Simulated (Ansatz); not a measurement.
Crystal: TiO2.

```xyz
6
Lattice="4.5998 0.0000 0.0000 0.0000 4.5998 0.0000 0.0000 0.0000 2.9592" Properties=species:S:1:pos:R:3 pbc="T T T"
Ti    0.0000    0.0000    1.4796
Ti    2.2999    2.2999    0.0000
O     1.3998    1.3998    1.4796
O     0.9001    3.6997    0.0000
O     3.6997    0.9001    0.0000
O     3.2000    3.2000    1.4796
```

The cell is a database's computed one.

Base run:

- Program: Ansatz 0.2.0
- Functional: SVWN5
- Potentials or basis: Ansatz PAW
- Cutoff: 420 eV (not typed: the program's choice for these potentials)
- k mesh: 6 × 6 × 9
- Occupations: fermi-dirac, width 0.05 eV
- Spin: no spin polarisation

Its results: band gap on the k mesh 1.78 eV, direct; pressure -9.1 GPa; largest force 0.133 eV/Å.

Q: The run is repeated on the same cell with these changes: functional from SVWN5 to r2SCAN; cutoff from 420 eV (not typed: the program's choice for these potentials) to 500 eV (not typed: the program's choice for these potentials). What comes out?

A: Band gap on the k mesh 2.20 eV, direct; pressure -1.0 GPa; largest force 0.056 eV/Å.

r2SCAN gives the wider gap, since meta-GGAs in the generalised Kohn-Sham scheme recover part of the derivative discontinuity.

Caveats: the PAW data sets come from PBE, with cores solved anew for the run's functional, which leaves a small shift of forces and pressure.
